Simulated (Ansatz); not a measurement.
## LiH (CsCl type): gap against strain (uniaxial along [111], other directions held)

LiH built on the CsCl prototype, relaxed with r2SCAN in the PAW code Ansatz, then strained (uniaxial along [111], other directions held; changes of length per length, axes as in the cell below) with the atoms relaxed again within the symmetry that is left. Space group Pm-3m (No. 221), cubic; conventional cell a = 2.502 Å, 7.83 Å³ an atom. Around Li lie 8 H at 2.17 Å; around H lie 8 Li at 2.17 Å. Values at 0 K without nuclear motion; spin polarisation is off, and the phase may be a hypothetical one.

```
Li H
1.0
     2.50166    0.00000    0.00000
     0.00000    2.50166    0.00000
     0.00000    0.00000    2.50166
Li H
1 1
Direct
  0.00000 0.00000 0.00000
  0.50000 0.50000 0.50000
```

Gaps are the least over each mesh (PBE 10×10×10, r2SCAN 10×10×10, HSE06 8×8×8 when unstrained) and the special points, which keep their unstrained names; stress is the change from the unstrained cell, compression positive.

```
strain (%)  gap, PBE (eV)  gap, r2SCAN (eV)  gap, HSE06 (eV)  edges, HSE06  stress along the strain, r2SCAN (GPa)  energy rise, r2SCAN (meV/atom)
       0.0          0.707             1.124            1.407         R → X                                   0.00                             0.0
     +1.48          0.719             1.136            1.417         R → X                                  -0.07                             0.0
     +1.63          0.721             1.138            1.419         R → X                                  -0.08                             0.0
```

**Question.** Estimate the row for a strain of -0.85 %.

**Answer.**
```
strain (%)  gap, PBE (eV)  gap, r2SCAN (eV)  gap, HSE06 (eV)  edges, HSE06  stress along the strain, r2SCAN (GPa)  energy rise, r2SCAN (meV/atom)
     -0.85          0.707             1.122            1.408         R → X                                  +0.08                             0.0
```

Between zero and the nearest strains the slope of the HSE06 gap against strain is -0.001 eV per percent for negative and +0.007 for positive strain.

The meshes of the hybrids are coarse, so their gaps aren't converged to the digits shown.
